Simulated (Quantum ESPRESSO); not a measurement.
Runs of Quantum ESPRESSO 7.5 on AgCl (Chlorargyrite). The structure is cubic, space group Fm-3m (No. 225). Conventional cell: a = 5.470 Å, b = 5.470 Å, c = 5.470 Å, α = 90.00°, β = 90.00°, γ = 90.00°. Around Ag (site symmetry m-3m) lie 6 Cl at 2.73 Å. Cl (site symmetry m-3m) has 6 Ag at 2.73 Å as nearest neighbours. 

| level | potentials or basis | cutoff (eV) | form of the LDA correlation | pressure (GPa) |
| --- | --- | --- | --- | --- |
| PBEsol | PseudoDojo 0.4.1 SR PBEsol standard | 1116 | - | -0.8 |
| AM05 | PseudoDojo 0.4.1 SR PBE standard | 1116 | - | 0.3 |
| BLYP | PseudoDojo 0.4.1 SR PBE standard | 1116 | - | 8.1 |
| LDA | PseudoDojo 0.4.1 SR LDA standard | 1170 | PW92 | (a) |
| WC | PseudoDojo 0.4.1 SR PBE standard | 1116 | - | (b) |

Alike in all rows: task dielectric tensor; no spin polarisation; cell as given; k mesh 6 × 6 × 6, shifted; smearing fermi-dirac 0.05 eV.

Problem. Estimate the missing entries.

Solution. (a) -3.8; (b) -0.7.

Caveats: the potentials were made for another functional, which shifts forces and pressure (some runs); the cell is more than 3 GPa from zero pressure, which shifts response properties (some runs).

Runs at the PBE level aren't shown here.
